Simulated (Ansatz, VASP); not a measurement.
# One calculation of Ga, two programs

```
Ga
1.0
     1.45000   -4.06500    0.00000
     1.45000    4.06500    0.00000
     0.00000    0.00000    3.17000
Ga
2
Direct
  0.13300 0.86700 0.75000
  0.86700 0.13300 0.25000
```

Alike in both runs: task single point; functional PBE; k mesh 10 × 10 × 8; occupations fermi-dirac, width 0.05 eV; no spin polarisation.

|  | VASP | Ansatz |
| --- | --- | --- |
| version | VASP 6.6.1 | Ansatz 0.2.0 |
| potentials or method | VASP PAW PBE potentials, release 64 (Ga_d), cutoff 520 eV | all-electron LAPW, scalar-relativistic |

Ansatz gave:

* gap on the k mesh at the Fermi level (eV): none
* pressure (GPa): 1.5
* largest component of the traceless stress (GPa): 1.79
* rms of the force components (eV/Å): 0.123

Q: Estimate VASP's values.

A: gap on the k mesh at the Fermi level (eV): none; pressure (GPa): 1.6; largest component of the traceless stress (GPa): 1.81; rms of the force components (eV/Å): 0.125.

Atom by atom the forces differ by 0.002 eV/Å (rms over components). A gap of «none» marks a metal or a gap that the smearing closes. Ansatz ran all-electron here, so the differences hold the error of VASP's frozen core and of both bases.
